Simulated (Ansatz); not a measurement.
# Structure types of Hg at zero pressure (relativity switched off)

Structure types of Hg are relaxed in primitive cells with their symmetry kept at 0 GPa, first on PAW files, then by LAPW. The enthalpy is E + pV at zero temperature, without zero-point motion. Only the types listed were tried, and differences under about 5 meV/atom are mesh noise. Not among the end structures: fcc, which may lie lower.

All numbers are PBE results (non-relativistic) from Ansatz 0.2.0, with Fermi–Dirac smearing of 0.05 eV, no spin polarisation. Methods: LAPW: all electrons, basis error target 0.5 meV/atom.

k meshes: bcc 15×15×15, hcp 14×14×8, sc 13×13×13, diamond 11×11×11.

Problem. Order the types by LAPW enthalpy, lowest first.
A. diamond
B. bcc
C. sc
D. hcp

Solution. D (0 meV/atom), B (71 meV/atom), C (170 meV/atom), A (408 meV/atom).

```csv
start type,ends as,"a, b, c (Å)",V (Å³/atom),"H − H(lowest), LAPW (meV/atom)"
bcc,"bcc, Im-3m","3.812, 3.812, 3.812",27.69,70.7
hcp,"hcp, P6_3/mmc","3.266, 3.266, 5.826",26.91,0.0
sc,"sc, Pm-3m","3.180, 3.180, 3.180",32.17,169.5
diamond,"diamond, Fd-3m","7.120, 7.120, 7.120",45.11,407.6
```
